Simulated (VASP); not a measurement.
# Cs2SnI6 (Fm-3m) in VASP: notebook, part 2 of 2

VASP 6.6.1.

## 3. Relaxation of cell and atoms, LDA

This run uses another cell than the first one, of 43.67 Å³/atom, 0.901 times its volume.

INCAR

```
ALGO = Normal
EDIFF = 1E-6
EDIFFG = -0.01
ENCUT = 600
IBRION = 2
ISIF = 3
ISMEAR = 0
KPAR = 2
LASPH = T
LCHARG = F
LREAL = F
LWAVE = F
NELM = 80
NSW = 90
PREC = Accurate
SIGMA = 0.03
```

KPOINTS

```
k-points
0
Gamma
  6 6 6
```

POSCAR

```
Cs2SnI6
1.0
    0.0000000000      5.8138000000      5.8138000000
    5.8138000000      0.0000000000      5.8138000000
    5.8138000000      5.8138000000      0.0000000000
Cs Sn I
2 1 6
Direct
    0.2500000000      0.2500000000      0.2500000000
    0.7500000000      0.7500000000      0.7500000000
    0.0000000000      0.0000000000      0.0000000000
    0.7546400000      0.2453600000      0.2453600000
    0.2453600000      0.7546400000      0.2453600000
    0.2453600000      0.7546400000      0.7546400000
    0.7546400000      0.2453600000      0.7546400000
    0.2453600000      0.2453600000      0.7546400000
    0.7546400000      0.7546400000      0.2453600000
```

Potentials or basis: VASP PAW LDA potentials, release 64 (Cs_sv, Sn_d, I).

The run is started by

```console
cat potpaw_LDA.64/Cs_sv/POTCAR potpaw_LDA.64/Sn_d/POTCAR potpaw_LDA.64/I/POTCAR > POTCAR
mpirun -np 2 vasp_std > vasp.out
```

OUTCAR:

```text
EDIFF = 1E-6
   EDIFFG = -0.01
   ENCUT = 600
   IBRION = 2
   ISIF = 3
   ISMEAR = 0
   LASPH = T
   LREAL = F
   NELM = 80
   NSW = 90
   PREC = Accurate

 ion  position               nearest neighbor table
   1  0.250  0.250  0.250-
   2  0.750  0.750  0.750-
   3  0.000  0.000  0.000-   4 2.85   5 2.85   6 2.85   7 2.85   8 2.85   9 2.85
   4  0.755  0.245  0.245-   3 2.85
   5  0.245  0.755  0.245-   3 2.85
   6  0.245  0.755  0.755-   3 2.85
   7  0.755  0.245  0.755-   3 2.85
   8  0.245  0.245  0.755-   3 2.85
   9  0.755  0.755  0.245-   3 2.85

  LATTYP: Found a face centered cubic cell.
 ALAT       =    11.6276000000

  Lattice vectors:

 A1 = (   0.0000000000,   5.8138000000,   5.8138000000)
 A2 = (   5.8138000000,   0.0000000000,   5.8138000000)
 A3 = (   5.8138000000,   5.8138000000,   0.0000000000)

Analysis of symmetry for initial positions (statically):
=====================================================================
 Subroutine PRICEL returns:
 Original cell was already a primitive cell.

 Routine SETGRP: Setting up the symmetry group for a
 face centered cubic supercell.

 Subroutine GETGRP returns: Found 48 space group operations
 (whereof 48 operations were pure point group operations)
 out of a pool of 48 trial point group operations.

The static configuration has the point symmetry O_h .

Analysis of symmetry for dynamics (positions and initial velocities):
=====================================================================
 Subroutine PRICEL returns:
 Original cell was already a primitive cell.

 Routine SETGRP: Setting up the symmetry group for a
 face centered cubic supercell.

 Subroutine GETGRP returns: Found 48 space group operations
 (whereof 48 operations were pure point group operations)
 out of a pool of 48 trial point group operations.

The dynamic configuration has the point symmetry O_h .

 Subroutine INISYM returns: Found 48 space group operations
 (whereof 48 operations are pure point group operations),
 and found     1 'primitive' translations

----------------------------------------------------------------------------------------

[... 112 lines left out ...]
   ISMEAR =     0;   SIGMA  =   0.03  broadening in eV -4-tet -1-fermi 0-gaus
   EFERMI_NEDOS =   21; number of points for ismear=-14 and -15
   IALGO  =     38    algorithm
   IMIX   =      4    mixing-type and parameters
     AMIX     =   0.40;   BMIX     =  1.00
     AMIX_MAG =   1.60;   BMIX_MAG =  1.00
  volume/ion in A,a.u.               =      43.67       294.69
  Fermi-wavevector in a.u.,A,eV,Ry     =   0.938315  1.773158 11.979046  0.880435
  Thomas-Fermi vector in A             =   2.065514
   LORBIT       =      0    0 simple, 1 ext, 2 COOP (PROOUT), +10 PAW based schemes
   GGA     = CA    functional components
   LHFCALC =     F    Hartree Fock is set to
   AEXX    =    0.0000 exact exchange contribution
   IVDW    =     0    specifies the selected vdW correction
   LEPSILON=     F    determine dielectric tensor
   LRPA    =     F    only Hartree local field effects (RPA)
 conjugate gradient relaxation of ions
 non-spin polarized calculation
 Gauss-broadening in eV      SIGMA  =   0.03
  energy-cutoff  :      600.00
  volume of cell :      393.02
 maximum number of plane-waves:     13323
 NGX is ok and might be reduce to    70
   NGX = 33   NGY = 33   NGZ = 33

--------------------------------------- Ionic step        1  -------------------------------------------

 number of electron      73.9999996 magnetization

 Free energy of the ion-electron system (eV)
  ---------------------------------------------------
  ext. energy  EPLUGINS =         0.00000000
  ---------------------------------------------------
  free energy    TOTEN  =       -26.76404322 eV

  energy without entropy =      -26.76368545  energy(sigma->0) =      -26.76386433

------------------------ aborting loop because EDIFF is reached ----------------------------------------

  FORCE on cell =-STRESS in cart. coord.  units (eV):
  Direction    XX          YY          ZZ          XY          YZ          ZX
  --------------------------------------------------------------------------------------
  -------------------------------------------------------------------------------------
  Total       -2.2452387     -2.2452387     -2.2452387     -0.0000000      0.0000000      0.0000000
  in kB       -9.1529870     -9.1529870     -9.1529870     -0.0000000      0.0000000      0.0000000
  external PRESSURE =      -9.1529870 kB  Pullay stress =       0.0000000 kB
[... 331 lines left out ...]
--------------------------------------- Ionic step        9  -------------------------------------------

 number of electron      74.0000000 magnetization

 Free energy of the ion-electron system (eV)
  ---------------------------------------------------
  ext. energy  EPLUGINS =         0.00000000
  ---------------------------------------------------
  free energy    TOTEN  =       -26.89355859 eV

  energy without entropy =      -26.89321970  energy(sigma->0) =      -26.89338914

 E-fermi :   2.5980     XC(G=0):  -8.6789

 val. band max:        2.5780386747   @ k =   0.0000   0.0000   0.0000
 cond. band min:       2.6911526279   @ k =   0.1667   0.0000   0.0000
 fundamental gap:      0.1131139532
 Fermi energy:         2.5980439408

 k-point     1 :       0.0000    0.0000    0.0000
  band No.  band energies     occupation
      1     -18.8756      2.00000
      2     -18.8756      2.00000
      3     -18.8121      2.00000
      4     -18.8121      2.00000
      5     -18.8121      2.00000
      6     -17.7968      2.00000
[... 777 lines left out ...]
  FREE ENERGIE OF THE ION-ELECTRON SYSTEM (eV)
  ---------------------------------------------------
  free  energy   TOTEN  =       -26.8935585898 eV

  energy  without entropy=      -26.8932196986  energy(sigma->0) =      -26.89338914

 reached required accuracy - stopping structural energy minimisation
```

CONTCAR:

```text
Cs2SnI6
   1.00000000000000
     0.0000000000000000    5.6480890754252044    5.6480890754252044
     5.6480890754252044    0.0000000000000001    5.6480890754252044
     5.6480890754252044    5.6480890754252044   -0.0000000000000000
  Cs              Sn              I
     2     1     6
Direct
     0.2500000000000000    0.2500000000000000    0.2500000000000000
     0.7500000000000000    0.7500000000000000    0.7500000000000000
     0.0000000000000000    0.0000000000000000    0.0000000000000000
     0.7479410438730387    0.2520589561269613    0.2520589561269613
     0.2520589561269613    0.7479410438730387    0.2520589561269613
     0.2520589561269613    0.7479410438730387    0.7479410438730387
     0.7479410438730387    0.2520589561269613    0.7479410438730387
     0.2520589561269613    0.2520589561269613    0.7479410438730387
     0.7479410438730387    0.7479410438730387    0.2520589561269613

  0.00000000E+00  0.00000000E+00  0.00000000E+00
  0.00000000E+00  0.00000000E+00  0.00000000E+00
  0.00000000E+00  0.00000000E+00  0.00000000E+00
  0.00000000E+00  0.00000000E+00  0.00000000E+00
  0.00000000E+00  0.00000000E+00  0.00000000E+00
  0.00000000E+00  0.00000000E+00  0.00000000E+00
  0.00000000E+00  0.00000000E+00  0.00000000E+00
  0.00000000E+00  0.00000000E+00  0.00000000E+00
  0.00000000E+00  0.00000000E+00  0.00000000E+00
```

Wall time 18 min (2 MPI ranks of Intel Xeon Platinum 8488C (Sapphire Rapids), shared host); peak memory 0.72 GiB.

What came out:

| Property | Result |
| --- | --- |
| Free energy | -26.8936 eV |
| Relaxed volume | 40.04 Å³/atom |
| Relaxed cell | a = 7.988 Å, b = 7.988 Å, c = 7.988 Å, α = 60.00°, β = 60.00°, γ = 60.00° |
| Space group after relaxing (to 0.05 Å) | Fm-3m (No. 225) |
| Energy gained by relaxing | 14.4 meV/atom |
| Ionic steps | 9 |
| Pressure after relaxing | 0.0 GPa |
| Largest force after relaxing | 0.006 eV/Å |
| Band gap on the k mesh | none (metal or under the smearing width) |

Forces in eV/Å, atoms in the order of the input:
```
Cs   0.000  0.000  0.000
Cs   0.000  0.000  0.000
Sn   0.000  0.000  0.000
I    0.006  0.000  0.000
I    0.000  0.006  0.000
I   -0.006  0.000  0.000
I    0.000 -0.006  0.000
I    0.000  0.000  0.006
I    0.000  0.000 -0.006
```

Step by step:
| step | energy change (eV) | largest force (eV/Å) | pressure (GPa) | volume (Å³) |
| --- | --- | --- | --- | --- |
| 1 | 0.0000 | 0.0833 | -0.92 | 393.02 |
| 2 | -0.0538 | 0.2702 | -0.18 | 379.00 |
| 3 | -0.0578 | 0.3324 | 0.07 | 374.73 |
| 4 | -0.0891 | 0.2553 | 0.05 | 370.56 |
| 5 | -0.1281 | 0.0594 | 0.09 | 360.52 |
| 6 | -0.1290 | 0.0205 | 0.11 | 358.61 |
| 7 | -0.1290 | 0.0270 | 0.11 | 358.93 |
| 8 | -0.1291 | 0.0127 | -0.10 | 361.61 |
| 9 | -0.1295 | 0.0055 | 0.00 | 360.36 |

Final structure:
```cif
data_structure
_symmetry_space_group_name_H-M 'P 1'
_symmetry_Int_Tables_number 1
_cell_length_a 7.9876
_cell_length_b 7.9876
_cell_length_c 7.9876
_cell_angle_alpha 60.000
_cell_angle_beta 60.000
_cell_angle_gamma 60.000
_cell_volume 360.36
loop_
_atom_site_label
_atom_site_type_symbol
_atom_site_fract_x
_atom_site_fract_y
_atom_site_fract_z
_atom_site_occupancy
Cs1 Cs 0.25000 0.25000 0.25000 1
Cs2 Cs 0.75000 0.75000 0.75000 1
Sn1 Sn 0.00000 0.00000 0.00000 1
I1 I 0.74794 0.25206 0.25206 1
I2 I 0.25206 0.74794 0.25206 1
I3 I 0.25206 0.74794 0.74794 1
I4 I 0.74794 0.25206 0.74794 1
I5 I 0.25206 0.25206 0.74794 1
I6 I 0.74794 0.74794 0.25206 1
```

Spin-orbit coupling is left out, which matters for the levels of Cs, I. LDA usually gives volumes a few per cent too small.

## 4. Relaxation of cell and atoms, LDA

This run uses another cell than the first one, of 40.04 Å³/atom, 0.826 times its volume.

INCAR, as its differences from that of step 3:

```diff
@@ -1,4 +1,4 @@
 ALGO = Normal
-EDIFF = 1E-6
-EDIFFG = -0.01
+EDIFF = 1E-7
+EDIFFG = -0.005
 ENCUT = 600
```

KPOINTS is that of step 3.

POSCAR

```
Cs2SnI6                                 
1.0
    0.0000000000      5.6480890754      5.6480890754
    5.6480890754      0.0000000000      5.6480890754
    5.6480890754      5.6480890754     -0.0000000000
  Cs              Sn              I             
     2     1     6
Direct
     0.2500000000000000    0.2500000000000000    0.2500000000000000
     0.7500000000000000    0.7500000000000000    0.7500000000000000
     0.0000000000000000    0.0000000000000000    0.0000000000000000
     0.7479410438730387    0.2520589561269613    0.2520589561269613
     0.2520589561269613    0.7479410438730387    0.2520589561269613
     0.2520589561269613    0.7479410438730387    0.7479410438730387
     0.7479410438730387    0.2520589561269613    0.7479410438730387
     0.2520589561269613    0.2520589561269613    0.7479410438730387
     0.7479410438730387    0.7479410438730387    0.2520589561269613
```

The run is started by

```console
cat potpaw_LDA.64/Cs_sv/POTCAR potpaw_LDA.64/Sn_d/POTCAR potpaw_LDA.64/I/POTCAR > POTCAR
mpirun -np 2 vasp_std > vasp.out
```

Wall time 3.1 min (2 MPI ranks of Intel Xeon Platinum 8488C (Sapphire Rapids), shared host); peak memory 0.6 GiB.

It converged, with:

| Quantity | Value |
| --- | --- |
| Free energy | -26.8927 eV |
| Relaxed volume | 40.03 Å³/atom |
| Relaxed cell | a = 7.987 Å, b = 7.987 Å, c = 7.987 Å, α = 60.00°, β = 60.00°, γ = 60.00° |
| Space group after relaxing (to 0.05 Å) | Fm-3m (No. 225) |
| Energy gained by relaxing | 0.0 meV/atom |
| Ionic steps | 2 |
| Pressure after relaxing | 0.0 GPa |
| Largest force after relaxing | 0.004 eV/Å |
| Band gap on the k mesh | none (metal or under the smearing width) |

Forces in eV/Å, atoms in the order of the input:
```
Cs   0.000  0.000  0.000
Cs   0.000  0.000  0.000
Sn   0.000  0.000  0.000
I    0.004  0.000  0.000
I    0.000  0.004  0.000
I   -0.004  0.000  0.000
I    0.000 -0.004  0.000
I    0.000  0.000  0.004
I    0.000  0.000 -0.004
```

Final structure:
```
CELL_PARAMETERS angstrom
0.00000 5.64779 5.64779
5.64779 0.00000 5.64779
5.64779 5.64779 0.00000
ATOMIC_POSITIONS crystal
Cs 0.25000 0.25000 0.25000
Cs 0.75000 0.75000 0.75000
Sn 0.00000 0.00000 0.00000
I 0.74792 0.25208 0.25208
I 0.25208 0.74792 0.25208
I 0.25208 0.74792 0.74792
I 0.74792 0.25208 0.74792
I 0.25208 0.25208 0.74792
I 0.74792 0.74792 0.25208
```

Levels at points of the mesh, in eV from the Fermi level:
```csv
k point,band 34,band 35,band 36,band 37,band 38,band 39,band 40,band 41
"(0.00, 0.00, 0.00)",-0.51,-0.38,-0.02,-0.02,-0.02,3.72,3.72,3.72
"(0.50, 0.00, 0.00)",-0.50,-0.50,-0.35,-0.35,0.88,3.08,4.96,5.02
"(0.50, 0.50, 0.00)",-0.85,-0.85,-0.67,-0.06,1.37,4.30,4.30,4.42
```

Spin-orbit coupling is left out, which matters for the levels of Cs, I.

## 5. Relaxation of cell and atoms, LDA

This run uses another cell than the first one, of 43.67 Å³/atom, 0.901 times its volume.

INCAR

```
SYSTEM = Cs2SnI6
ALGO     = Normal         ! electronic algorithm
EDIFF    = 1E-6           ! SCF threshold, eV
EDIFFG   = -0.01          ! ionic threshold
ENCUT    = 600            ! plane-wave cutoff, eV
GGA      = CA             ! functional
IBRION   = 2              ! ionic algorithm
ISIF     = 3              ! what is computed and relaxed
ISMEAR   = 0              ! smearing method
KPAR     = 2            
LASPH    = .True.         ! aspherical terms in the spheres
LCHARG   = .False.        ! write CHGCAR
LREAL    = .False.        ! projectors in reciprocal space
LWAVE    = .False.        ! write WAVECAR
NELM     = 80             ! most SCF steps
NSW      = 90             ! ionic steps
PREC     = Accurate       ! precision mode
SIGMA    = 0.03           ! smearing width, eV
```

KPOINTS

```
k-points
0
Gamma
  6 6 6
  0 0 0
```

POSCAR

```
Cs2SnI6
1.0
    0.0000000000      5.8138000000      5.8138000000
    5.8138000000      0.0000000000      5.8138000000
    5.8138000000      5.8138000000      0.0000000000
Cs Sn I
2 1 6
Direct
    0.2500000000      0.2500000000      0.2500000000
    0.7500000000      0.7500000000      0.7500000000
    0.0000000000      0.0000000000      0.0000000000
    0.7546400000      0.2453600000      0.2453600000
    0.2453600000      0.7546400000      0.2453600000
    0.2453600000      0.7546400000      0.7546400000
    0.7546400000      0.2453600000      0.7546400000
    0.2453600000      0.2453600000      0.7546400000
    0.7546400000      0.7546400000      0.2453600000
```

The run is started by

```console
cat potpaw_LDA.64/Cs_sv/POTCAR potpaw_LDA.64/Sn_d/POTCAR potpaw_LDA.64/I/POTCAR > POTCAR
mpirun -np 2 vasp_std > vasp.out
```

Wall time 24 min (2 MPI ranks of Intel Xeon Platinum 8488C (Sapphire Rapids), shared host); peak memory 0.72 GiB.

The run converged. Its results:

```yaml
Free_energy: -26.8936 eV
Relaxed_volume: 40.04 Å³/atom
Relaxed_cell: a = 7.988 Å, b = 7.988 Å, c = 7.988 Å, α = 60.00°, β = 60.00°, γ = 60.00°
Space_group_after_relaxing_to_0.05_Å: Fm-3m (No. 225)
Energy_gained_by_relaxing: 14.4 meV/atom
Ionic_steps: 9
Pressure_after_relaxing: 0.0 GPa
Largest_force_after_relaxing: 0.006 eV/Å
Band_gap_on_the_k_mesh: none (metal or under the smearing width)
```

Forces on the atoms (eV/Å):
```
Cs   0.000  0.000  0.000
Cs   0.000  0.000  0.000
Sn   0.000  0.000  0.000
I    0.006  0.000  0.000
I    0.000  0.006  0.000
I   -0.006  0.000  0.000
I    0.000 -0.006  0.000
I    0.000  0.000  0.006
I    0.000  0.000 -0.006
```

Step by step:
| step | energy change (eV) | largest force (eV/Å) | pressure (GPa) | volume (Å³) |
| --- | --- | --- | --- | --- |
| 1 | 0.0000 | 0.0833 | -0.92 | 393.02 |
| 2 | -0.0538 | 0.2702 | -0.18 | 379.00 |
| 3 | -0.0578 | 0.3324 | 0.07 | 374.73 |
| 4 | -0.0891 | 0.2553 | 0.05 | 370.56 |
| 5 | -0.1281 | 0.0594 | 0.09 | 360.52 |
| 6 | -0.1290 | 0.0205 | 0.11 | 358.61 |
| 7 | -0.1290 | 0.0270 | 0.11 | 358.93 |
| 8 | -0.1291 | 0.0127 | -0.10 | 361.61 |
| 9 | -0.1295 | 0.0055 | 0.00 | 360.36 |

Final structure:
```yaml
crystal:
  lattice:
    - [0.00000, 5.64809, 5.64809]
    - [5.64809, 0.00000, 5.64809]
    - [5.64809, 5.64809, 0.00000]
  atoms:
    - { symbol: Cs, position: [0.25000, 0.25000, 0.25000] }
    - { symbol: Cs, position: [0.75000, 0.75000, 0.75000] }
    - { symbol: Sn, position: [0.00000, 0.00000, 0.00000] }
    - { symbol: I, position: [0.74794, 0.25206, 0.25206] }
    - { symbol: I, position: [0.25206, 0.74794, 0.25206] }
    - { symbol: I, position: [0.25206, 0.74794, 0.74794] }
    - { symbol: I, position: [0.74794, 0.25206, 0.74794] }
    - { symbol: I, position: [0.25206, 0.25206, 0.74794] }
    - { symbol: I, position: [0.74794, 0.74794, 0.25206] }
```

Levels at points of the mesh, in eV from the Fermi level:
| k point | band 34 | band 35 | band 36 | band 37 | band 38 | band 39 | band 40 | band 41 |
| --- | --- | --- | --- | --- | --- | --- | --- | --- |
| (0.00, 0.00, 0.00) | -0.51 | -0.38 | -0.02 | -0.02 | -0.02 | 3.72 | 3.72 | 3.72 |
| (0.50, 0.00, 0.00) | -0.50 | -0.50 | -0.35 | -0.35 | 0.88 | 3.08 | 4.96 | 5.02 |
| (0.50, 0.50, 0.00) | -0.85 | -0.85 | -0.67 | -0.06 | 1.37 | 4.30 | 4.30 | 4.42 |

The run has no spin-orbit coupling, so splittings on Cs, I are missing. LDA usually gives volumes a few per cent too small.

## 6. Relaxation of cell and atoms, LDA

This run uses another cell than the first one, of 40.04 Å³/atom, 0.826 times its volume.

INCAR, as its differences from that of step 5:

```diff
@@ -2,4 +2,4 @@
 ALGO     = Normal         ! electronic algorithm
-EDIFF    = 1E-6           ! SCF threshold, eV
-EDIFFG   = -0.01          ! ionic threshold
+EDIFF    = 1E-7           ! SCF threshold, eV
+EDIFFG   = -0.005         ! ionic threshold
 ENCUT    = 600            ! plane-wave cutoff, eV
```

KPOINTS is that of step 5.

POSCAR

```
Cs2SnI6                                 
1.0
    0.0000000000      5.6480890754      5.6480890754
    5.6480890754      0.0000000000      5.6480890754
    5.6480890754      5.6480890754     -0.0000000000
  Cs              Sn              I             
     2     1     6
Direct
     0.2500000000000000    0.2500000000000000    0.2500000000000000
     0.7500000000000000    0.7500000000000000    0.7500000000000000
     0.0000000000000000    0.0000000000000000    0.0000000000000000
     0.7479410438730387    0.2520589561269613    0.2520589561269613
     0.2520589561269613    0.7479410438730387    0.2520589561269613
     0.2520589561269613    0.7479410438730387    0.7479410438730387
     0.7479410438730387    0.2520589561269613    0.7479410438730387
     0.2520589561269613    0.2520589561269613    0.7479410438730387
     0.7479410438730387    0.7479410438730387    0.2520589561269613
```

Potentials or basis: VASP PAW LDA potentials, release 64 (Cs_sv, Sn_d, I).

The run is started by

```console
cat potpaw_LDA.64/Cs_sv/POTCAR potpaw_LDA.64/Sn_d/POTCAR potpaw_LDA.64/I/POTCAR > POTCAR
mpirun -np 2 vasp_std > vasp.out
```

Run time: 3.9 min. Hardware: 2 MPI ranks of Intel Xeon Platinum 8488C (Sapphire Rapids), shared host; peak memory 0.6 GiB.

The run converged. Its results:

| Property | Result |
| --- | --- |
| Free energy | -26.8927 eV |
| Relaxed volume | 40.03 Å³/atom |
| Relaxed cell | a = 7.987 Å, b = 7.987 Å, c = 7.987 Å, α = 60.00°, β = 60.00°, γ = 60.00° |
| Space group after relaxing (to 0.05 Å) | Fm-3m (No. 225) |
| Energy gained by relaxing | 0.0 meV/atom |
| Ionic steps | 2 |
| Pressure after relaxing | 0.0 GPa |
| Largest force after relaxing | 0.004 eV/Å |
| Band gap on the k mesh | none (metal or under the smearing width) |

Forces on the atoms (eV/Å):
```
Cs   0.000  0.000  0.000
Cs   0.000  0.000  0.000
Sn   0.000  0.000  0.000
I    0.004  0.000  0.000
I    0.000  0.004  0.000
I   -0.004  0.000  0.000
I    0.000 -0.004  0.000
I    0.000  0.000  0.004
I    0.000  0.000 -0.004
```

Final structure:
```
Cs Sn I
1.0
     0.00000    5.64779    5.64779
     5.64779    0.00000    5.64779
     5.64779    5.64779    0.00000
Cs Sn I
2 1 6
Direct
  0.25000 0.25000 0.25000
  0.75000 0.75000 0.75000
  0.00000 0.00000 0.00000
  0.74792 0.25208 0.25208
  0.25208 0.74792 0.25208
  0.25208 0.74792 0.74792
  0.74792 0.25208 0.74792
  0.25208 0.25208 0.74792
  0.74792 0.74792 0.25208
```

Levels at points of the mesh, in eV from the Fermi level:
```tsv
k point	band 34	band 35	band 36	band 37	band 38	band 39	band 40	band 41
(0.00, 0.00, 0.00)	-0.51	-0.38	-0.02	-0.02	-0.02	3.72	3.72	3.72
(0.50, 0.00, 0.00)	-0.50	-0.50	-0.35	-0.35	0.88	3.08	4.96	5.02
(0.50, 0.50, 0.00)	-0.85	-0.85	-0.67	-0.06	1.37	4.30	4.30	4.42
```

Spin-orbit coupling is left out, which matters for the levels of Cs, I.
